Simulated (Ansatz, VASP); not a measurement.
**Ti3Al: VASP beside Ansatz**

File INCAR:

```
ALGO     = Normal         # electronic algorithm
EDIFF    = 1E-7           # SCF threshold, eV
ENCUT    = 520            # plane-wave cutoff, eV
GGA      = PE             # functional
ISIF     = 2              # what is computed and relaxed
ISMEAR   = -1             # smearing method
LASPH    = True           # aspherical terms in the spheres
LCHARG   = True           # write CHGCAR
LELF     = True           # ELF
LREAL    = False          # projectors in reciprocal space
LVHAR    = True         
LWAVE    = False          # write WAVECAR
NBANDS   = 28             # bands
NELM     = 60             # most SCF steps
PREC     = Accurate       # precision mode
SIGMA    = 0.05           # smearing width, eV
```

File KPOINTS:

```
k-points
0
Gamma
  10 10 3
```

POSCAR

```
Ti3Al
1.0
    2.9275422229      0.0000000000      0.0000000000
   -1.4637711114      2.5353259357      0.0000000000
    0.0000000000      0.0000000000      9.2263620000
Ti Al
3 1
Direct
    0.3333333333      0.6666666667      0.2494060000
    0.3333333333      0.6666666667      0.7505940000
    0.6666666667      0.3333333333      0.0000000000
    0.6666666667      0.3333333333      0.5000000000
```

File input.yaml:

```yaml
crystal:
  lattice:
    - [2.9275422229, 0.0, 0.0]
    - [-1.4637711114, 2.5353259357, 0.0]
    - [0.0, 0.0, 9.226362]
  atoms:
    - { symbol: Ti, position: [0.3333333333, 0.6666666667, 0.249406] }
    - { symbol: Ti, position: [0.3333333333, 0.6666666667, 0.750594] }
    - { symbol: Ti, position: [0.6666666667, 0.3333333333, 0.0] }
    - { symbol: Al, position: [0.6666666667, 0.3333333333, 0.5] }
hamiltonian:
  xc: pbe
  pseudopotentials: { kind: paw }
kpoints:
  mp_grid: { grid: [10, 10, 3] }
scf:
  occupations: { method: fermi_dirac, width: 0.05 }
output:
  forces: true
  stress: true
  eigenvalues: true
```

The cell comes from a database or a generator and needn't be the stable form of this composition.

Alike in both runs: task single point; functional PBE; k mesh 10 × 10 × 3; occupations fermi-dirac, width 0.05 eV; no spin polarisation.

|  | VASP | Ansatz |
| --- | --- | --- |
| version | VASP 6.6.1 | Ansatz 0.2.0 |
| potentials or method | VASP PAW PBE potentials, release 64 (Ti_sv, Al) | Ansatz PAW |
| plane-wave cutoff (eV) | 520 | 420 |
| valence electrons in the cell | 39 | 39 |

```csv
,VASP,Ansatz,Ansatz less VASP
gap on the k mesh at the Fermi level (eV),none,none,-
pressure (GPa),0.1,0.3,+0.18
largest component of the traceless stress (GPa),0.12,0.10,-0.019
rms of the force components (eV/Å),0.005,0.001,-0.0034
```

Atom by atom the forces differ by 0.003 eV/Å (rms over components). A gap of «none» marks a metal or a gap that the smearing closes.
